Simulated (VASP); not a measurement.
All values below come from PBEsol GGA, VASP's PBE PAW potentials (set 64) (plane waves; VASP 6.6.1).

A VASP calculation is set up with these files.

**POSCAR**
```
BeO
1
    1.3475550313    -2.3340341878     0.0000000000
    1.3475550313     2.3340341878     0.0000000000
    0.0000000000    -0.0000000000     4.3750920580
Be O
2 2
Direct
  0.6666670000   0.3333330000   0.5000633700
  0.3333330000   0.6666670000   0.0000633700
  0.6666670000   0.3333330000   0.8779366300
  0.3333330000   0.6666670000   0.3779366300
```

### INCAR
```
SYSTEM = BeO
PREC = Accurate
ENCUT = 520
EDIFF = 1E-7
NELM = 100
ALGO = Normal
LREAL = .FALSE.
LASPH = .TRUE.
ISMEAR = 0
SIGMA = 0.01
GGA = PS
LWAVE = .FALSE.
LCHARG = .FALSE.
LOPTICS = .TRUE.
NBANDS = 36
NEDOS = 1001
CSHIFT = 0.1
```

KPOINTS:
```
kpoints
0
gamma
12 12 7
```

POTCAR, in this order: Be O (PBE.64 set). Program: vasp_std.

What VASP printed:

**OUTCAR**
```
 ion  position               nearest neighbor table
   1  0.667  0.333  0.500-   4 1.65   4 1.65   4 1.65   3 1.65
   2  0.333  0.667  0.000-   3 1.65   3 1.65   3 1.65   4 1.65
   3  0.667  0.333  0.878-   2 1.65   2 1.65   2 1.65   1 1.65
   4  0.333  0.667  0.378-   1 1.65   1 1.65   1 1.65   2 1.65
  LATTYP: Found a hexagonal cell.
 ALAT       =     2.6951104156
 C/A-ratio  =     1.6233442729
 Subroutine PRICEL returns:
 Original cell was already a primitive cell.
 Subroutine GETGRP returns: Found 12 space group operations
The static configuration has the point symmetry C_3v.
 The point group associated with its full space group is C_6v.
The dynamic configuration has the point symmetry C_3v.
 Subroutine INISYM returns: Found 12 space group operations
 Subroutine IBZKPT returns following result:
 Found     76 irreducible k-points:

 Following reciprocal coordinates:
            Coordinates               Weight
  0.000000  0.000000  0.000000      1.000000
  0.083333  0.000000  0.000000      6.000000
  0.166667  0.000000  0.000000      6.000000
  0.250000  0.000000  0.000000      6.000000
  0.333333  0.000000  0.000000      6.000000
  0.416667  0.000000  0.000000      6.000000
  0.500000  0.000000  0.000000      3.000000
  0.083333  0.083333  0.000000      6.000000
  0.166667  0.083333  0.000000     12.000000
  0.250000  0.083333  0.000000     12.000000
  0.333333  0.083333  0.000000     12.000000
  0.416667  0.083333  0.000000     12.000000
  0.166667  0.166667  0.000000      6.000000
  0.250000  0.166667  0.000000     12.000000
  0.333333  0.166667  0.000000     12.000000
  0.416667  0.166667  0.000000      6.000000
  0.250000  0.250000  0.000000      6.000000
  0.333333  0.250000  0.000000     12.000000
  0.333333  0.333333  0.000000      2.000000
  0.000000  0.000000  0.142857      2.000000
  0.083333  0.000000  0.142857     12.000000
  0.166667  0.000000  0.142857     12.000000
  0.250000  0.000000  0.142857     12.000000
  0.333333  0.000000  0.142857     12.000000
  0.416667  0.000000  0.142857     12.000000
  0.500000  0.000000  0.142857      6.000000
  0.083333  0.083333  0.142857     12.000000
  0.166667  0.083333  0.142857     24.000000
  0.250000  0.083333  0.142857     24.000000
  0.333333  0.083333  0.142857     24.000000
  0.416667  0.083333  0.142857     24.000000
  0.166667  0.166667  0.142857     12.000000
  0.250000  0.166667  0.142857     24.000000
  0.333333  0.166667  0.142857     24.000000
  0.416667  0.166667  0.142857     12.000000
  0.250000  0.250000  0.142857     12.000000
  0.333333  0.250000  0.142857     24.000000
  0.333333  0.333333  0.142857      4.000000
  0.000000  0.000000  0.285714      2.000000
  0.083333  0.000000  0.285714     12.000000
   k-points           NKPTS =     76   k-points in BZ     NKDIM =     76   number of bands    NBANDS=     36
   number of dos      NEDOS =   1001   number of ions     NIONS =      4
   total plane-waves  NPLWV =  14400
   dimension x,y,z NGX =    20 NGY =   20 NGZ =   36
   dimension x,y,z NGXF=    40 NGYF=   40 NGZF=   72
   ions per type =               2   2
   PREC   = accura    normal or accurate (medium, high low for compatibility)
   ISTART =      0    job   : 0-new  1-cont  2-samecut
   ICHARG =      2    charge: 1-file 2-atom 10-const
   ISPIN  =      1    spin polarized calculation?
   LNONCOLLINEAR =      F non collinear calculations
   LSORBIT =      F    spin-orbit coupling
   INIWAV =      1    electr: 0-lowe 1-rand  2-diag
   ENCUT  =  520.0 eV  38.22 Ry    6.18 a.u.   5.01  5.01  8.13*2*pi/ulx,y,z
   NELM   =    100;   NELMIN=  2; NELMDL= -5     # of ELM steps
...
```

File OSZICAR:
```
       N       E                     dE             d eps       ncg     rms          rms(c)
DAV:   1     0.652511727929E+02    0.65251E+02   -0.67191E+03  5472   0.424E+02
DAV:   2    -0.291516870215E+02   -0.94403E+02   -0.88737E+02  6536   0.147E+02
DAV:   3    -0.316578814266E+02   -0.25062E+01   -0.24879E+01  6676   0.207E+01
DAV:   4    -0.316645992496E+02   -0.67178E-02   -0.67174E-02  6268   0.121E+00
DAV:   5    -0.316646195979E+02   -0.20348E-04   -0.20348E-04  6504   0.655E-02    0.853E+00
DAV:   6    -0.296989386972E+02    0.19657E+01   -0.85550E-01  5924   0.768E+00    0.281E+00
DAV:   7    -0.296640605030E+02    0.34878E-01   -0.12944E-01  6480   0.177E+00    0.184E+00
DAV:   8    -0.296521395470E+02    0.11921E-01   -0.21136E-02  6012   0.853E-01    0.312E-01
DAV:   9    -0.296510331939E+02    0.11064E-02   -0.54668E-04  6260   0.190E-01    0.699E-02
DAV:  10    -0.296511858404E+02   -0.15265E-03   -0.17729E-04  6088   0.534E-02    0.111E-02
DAV:  11    -0.296511878598E+02   -0.20194E-05   -0.90049E-07  6680   0.529E-03    0.356E-03
DAV:  12    -0.296511877965E+02    0.63265E-07   -0.17896E-07  6136   0.203E-03
   1 F= -.29651188E+02 E0= -.29651188E+02  d E =-.698710E-33
 imaginary and real dielectric function
```

File OUTCAR:
```
------------------------ aborting loop because EDIFF is reached ----------------------------------------
  FORCE on cell =-STRESS in cart. coord.  units (eV):
  Direction    XX          YY          ZZ          XY          YZ          ZX
  --------------------------------------------------------------------------------------
  Total        0.0400254      0.0400254      0.0548549      0.0000000      0.0000000      0.0000000
  in kB        2.3301032      2.3301040      3.1934129      0.0000000      0.0000000      0.0000000
  external PRESSURE =       2.6178734 kB  Pullay stress =       0.0000000 kB
  volume of cell :       27.52
      direct lattice vectors                 reciprocal lattice vectors
     1.347555031 -2.334034188  0.000000000     0.371042361 -0.214221369  0.000000000
     1.347555031  2.334034188  0.000000000     0.371042361  0.214221369  0.000000000
     0.000000000  0.000000000  4.375092058     0.000000000  0.000000000  0.228566619
 POSITION                                       TOTAL-FORCE (eV/Angst)
 -----------------------------------------------------------------------------------
      1.34756     -0.77801      2.18782         0.000000      0.000000      0.004000
      1.34756      0.77801      0.00028        -0.000000      0.000000      0.004000
      1.34756     -0.77801      3.84105         0.000000     -0.000000     -0.004000
      1.34756      0.77801      1.65351         0.000000      0.000000     -0.004000
 -----------------------------------------------------------------------------------
    total drift:                               -0.000000      0.001572      0.000662
  FREE ENERGIE OF THE ION-ELECTRON SYSTEM (eV)
  ---------------------------------------------------
  free  energy   TOTEN  =       -29.6511877965 eV

  energy  without entropy=      -29.6511877965  energy(sigma->0) =      -29.65118780

 plasma frequency squared (from intraband transitions) (eV^2)
  --------------------------------------------------------------------------------------
       0.000      -0.000      -0.000
       0.000       0.000       0.000
       0.000       0.000       0.000

 plasma frequency squared (from interband transitions, int dw w eps(2)(w)) (eV^2)
  --------------------------------------------------------------------------------------
     616.679       0.000      -0.000      -0.000       0.000      -0.000
      -0.000       0.000     616.680       0.000       0.000      -0.000
       0.000       0.000       0.000       0.000     616.026       0.000
```
(Selected blocks of OUTCAR.)

File OUTCAR:
```
 val. band max:        3.5648171354   @ k =   0.0000   0.0000   0.0000

 cond. band min:      11.0439936462   @ k =   0.0000   0.0000   0.0000


 Fermi energy:         3.6449735877

 k-point     1 :       0.0000    0.0000    0.0000
  band No.  band energies     occupation
      1     -15.1257      2.00000
      2     -13.2630      2.00000
      3      -2.8044      2.00000
      4       2.5347      2.00000
      5       2.5347      2.00000
      6       3.5233      2.00000
      7       3.5233      2.00000
      8       3.5648      2.00000
      9      11.0440      0.00000
     10      15.0552      0.00000
     11      17.7311      0.00000
     12      17.7311      0.00000
     13      18.2593      0.00000
     14      18.6623      0.00000
     15      19.8866      0.00000
     16      19.8867      0.00000
     17      26.8178      0.00000
     18      26.9762      0.00000
     19      26.9763      0.00000
     20      30.9705      0.00000
     21      30.9706      0.00000
     22      31.3675      0.00000
     23      34.6081      0.00000
     24      36.0361      0.00000
     25      38.5367      0.00000
     26      38.5368      0.00000
     27      41.3367      0.00000
     28      43.3559      0.00000
     29      43.3559      0.00000
     30      45.4711      0.00000
     31      45.6250      0.00000
     32      45.6250      0.00000
     33      50.7079      0.00000
     34      50.7080      0.00000
     35      53.2776      0.00000
     36      56.9756      0.00000

 k-point     2 :       0.0833    0.0000    0.0000
  band No.  band energies     occupation
      1     -15.0417      2.00000
      2     -13.2176      2.00000
      3      -2.7014      2.00000
      4       2.1878      2.00000
      5       2.3879      2.00000
      6       3.1418      2.00000
      7       3.4714      2.00000
      8       3.5021      2.00000
      9      11.3328      0.00000
     10      15.3403      0.00000
     11      17.6598      0.00000
     12      17.9186      0.00000
...
```

The compound is BeO in the wurtzite structure. It was relaxed first.
